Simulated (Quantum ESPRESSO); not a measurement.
A calculation with Quantum ESPRESSO 7.5 of NaCl (native input, structure typed inline):

File pw.in:

```
&CONTROL
  calculation = 'scf'
  prefix = 'pwscf'
  outdir = './tmp'
  pseudo_dir = './pseudo'
  tprnfor = .true.
  tstress = .true.
  disk_io = 'nowf'
/
&SYSTEM
  ibrav = 0
  nat = 2
  ntyp = 2
  ecutwfc = 55
  ecutrho = 440
  nbnd = 14
  occupations = 'smearing'
  smearing = 'fd'
  degauss = 0.00367493
/
&ELECTRONS
  conv_thr = 4d-10
  electron_maxstep = 120
  mixing_beta = 0.5
/
ATOMIC_SPECIES
Cl    35.4500 cl_pbe_v1.4.uspp.F.UPF
Na    22.9898 na_pbe_v1.5.uspp.F.UPF
CELL_PARAMETERS angstrom
   3.5021900000    0.0000000000    0.0000000000
   0.0000000000    3.5021900000    0.0000000000
   0.0000000000    0.0000000000    3.5021900000
ATOMIC_POSITIONS crystal
Cl     0.5000000000    0.5000000000    0.5000000000
Na     0.0000000000    0.0000000000    0.0000000000
K_POINTS automatic
8 8 8 0 0 0
```

Potentials or basis: SSSP 1.3 efficiency PBE.

Command:

```bash
$ OMP_NUM_THREADS=1 pw.x -in pw.in > pw.out
```

Measurements of this composition are mostly on another form, of space group No. 225.

Question: Write the same calculation in another form: ASE script, structure from a POSCAR.

Answer: As run:

run.py

```python
import numpy as np
from ase.calculators.espresso import Espresso, EspressoProfile
from ase.io import read

atoms = read('POSCAR')

input_data = {
    'control': {'calculation': 'scf', 'prefix': 'pwscf', 'outdir': './tmp', 'tprnfor': True, 'tstress': True, 'disk_io': 'nowf'},
    'system': {'ecutwfc': 55.0, 'ecutrho': 440.0, 'nbnd': 14, 'occupations': 'smearing', 'smearing': 'fd', 'degauss': 0.00367493},
    'electrons': {'conv_thr': 4e-10, 'electron_maxstep': 120, 'mixing_beta': 0.5},
}
pseudopotentials = {'Cl': 'cl_pbe_v1.4.uspp.F.UPF', 'Na': 'na_pbe_v1.5.uspp.F.UPF'}
profile = EspressoProfile(command='pw.x', pseudo_dir='pseudo')
dft = Espresso(profile=profile, input_data=input_data, pseudopotentials=pseudopotentials, kpts=(8, 8, 8), koffset=(0, 0, 0))
atoms.calc = dft

print(f'energy {atoms.get_potential_energy():.8f} eV')
print('forces (eV/A)')
print(np.round(atoms.get_forces(), 6))
print('stress (eV/A^3, Voigt)')
print(np.round(atoms.get_stress(), 8))
print(f'Fermi level {dft.get_fermi_level():.4f} eV')
```

The input POSCAR:

```
NaCl
1.0
    3.5021900000      0.0000000000      0.0000000000
    0.0000000000      3.5021900000      0.0000000000
    0.0000000000      0.0000000000      3.5021900000
Cl Na
1 1
Direct
    0.5000000000      0.5000000000      0.5000000000
    0.0000000000      0.0000000000      0.0000000000
```

Potentials or basis: SSSP 1.3 efficiency PBE.

Run with:

```sh
$ OMP_NUM_THREADS=1 python run.py
```

Both were run:

|  | native input, structure typed inline | ASE script, structure from a POSCAR |
| --- | --- | --- |
| Pressure | 0.2 GPa | 0.2 GPa |
| Band gap on the k mesh | 3.98 eV, indirect (least direct gap 4.47 eV) | 3.98 eV, indirect (least direct gap 4.47 eV) |

Keys that steer only the numerical path or the files written may differ.
